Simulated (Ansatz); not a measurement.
Property card for HfB

Method: Ansatz, DFT PBE, scalar-relativistic, plane waves, PAW.

Settings: cutoff 420 eV, Γ-centred mesh 16×16×16 on the computed 2-atom cell, Gaussian smearing of 0.10 eV; no spin polarisation.

The structure is relaxed at this level of theory with its symmetry kept. Whether it is the stable form of this composition wasn't checked.

```cif
data_structure
_symmetry_space_group_name_H-M 'P 1'
_symmetry_Int_Tables_number 1
_cell_length_a 3.4180
_cell_length_b 3.4180
_cell_length_c 3.4180
_cell_angle_alpha 60.000
_cell_angle_beta 60.000
_cell_angle_gamma 60.000
_cell_volume 28.24
loop_
_atom_site_label
_atom_site_type_symbol
_atom_site_fract_x
_atom_site_fract_y
_atom_site_fract_z
_atom_site_occupancy
Hf1 Hf 0.50000 0.50000 0.50000 1
B1 B 0.00000 0.00000 0.00000 1
```

- Space group: Fm-3m (No. 225)
- Volume per atom: 14.12 Å³
- Formation energy from the elements' standard states (uncorrected): -0.418 eV/atom
- Kohn–Sham band gap: none (metal)
- Density of states at the Fermi level: 1.09 states/eV per cell
- Löwdin character within 0.5 eV of the Fermi level: Hf 5d 51 %, B 2p 45 %
- Bulk modulus: 170 GPa
- Its pressure derivative: 3.8
- Bader charges (e): Hf (1 in the cell) 1.61, B (1 in the cell) -1.61

Spin-orbit coupling is left out, which matters for the bands of heavy elements.